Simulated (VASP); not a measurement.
## Te: single point with PBE

Crystal: Te.

```
Te
1.0
    -2.95779    3.87597    1.53515
     2.95779   -3.87597    1.53515
     2.95779    3.87597   -1.53515
Te
2
Cartesian
  2.9578 -1.9380 0.7704
  0.0000 5.8139 0.7647
```

This isn't the form of Te at room conditions, which is trigonal, of chains.

```json
{"Program": "VASP 6.6.1", "Task": "single point", "Functional": "PBE", "Potentials or basis": "VASP PAW PBE potentials, release 64 (Te_GW)", "Cutoff": "500 eV", "k mesh": "4 × 4 × 4", "Occupations": "gaussian, width 0.02 eV", "Spin": "no spin polarisation", "Further INCAR settings": "ALGO = Normal; EDIFF = 1e-07; NBANDS = 13"}
```

The pressure is 0.6 GPa, the largest force is 0.004 eV/Å and the band gap on the k mesh is none (metal or under the smearing width).

Forces in eV/Å, atoms in the order of the input:
```
Te   0.000  0.000 -0.004
Te   0.000  0.000  0.004
```

Stress tensor (GPa, compression positive):
```
-2.09  0.00  0.00
 0.00  0.20  0.00
 0.00  0.00  3.60
```

Levels at points of the mesh, in eV from the Fermi level:
| k point | band 3 | band 4 | band 5 | band 6 | band 7 | band 8 | band 9 | band 10 |
| --- | --- | --- | --- | --- | --- | --- | --- | --- |
| (0.00, 0.00, 0.00) | -5.24 | -1.81 | -1.32 | 3.11 | 3.37 | 3.86 | 4.23 | 4.86 |
| (0.50, 0.00, 0.00) | -5.32 | -3.74 | -3.19 | -0.96 | 1.26 | 3.42 | 4.33 | 5.73 |
| (0.00, 0.50, 0.00) | -4.41 | -4.41 | -0.32 | -0.30 | 0.40 | 0.40 | 6.54 | 6.56 |
| (0.50, 0.50, 0.00) | -2.16 | -2.16 | -1.51 | -1.51 | 3.81 | 3.81 | 7.56 | 7.56 |
| (0.50, 0.50, 0.50) | -5.66 | -4.28 | 0.82 | 2.76 | 4.19 | 5.18 | 7.74 | 7.79 |

Wall time 29 s on 1 thread of Intel(R) Xeon(R) Platinum 8559C (Emerald Rapids), with other jobs on the host, peak memory 0.22 GiB.

Caveat: the k mesh is coarse (spacing up to 0.58 Å⁻¹), so the values aren't converged. The run has no spin-orbit coupling, so splittings on Te are missing.
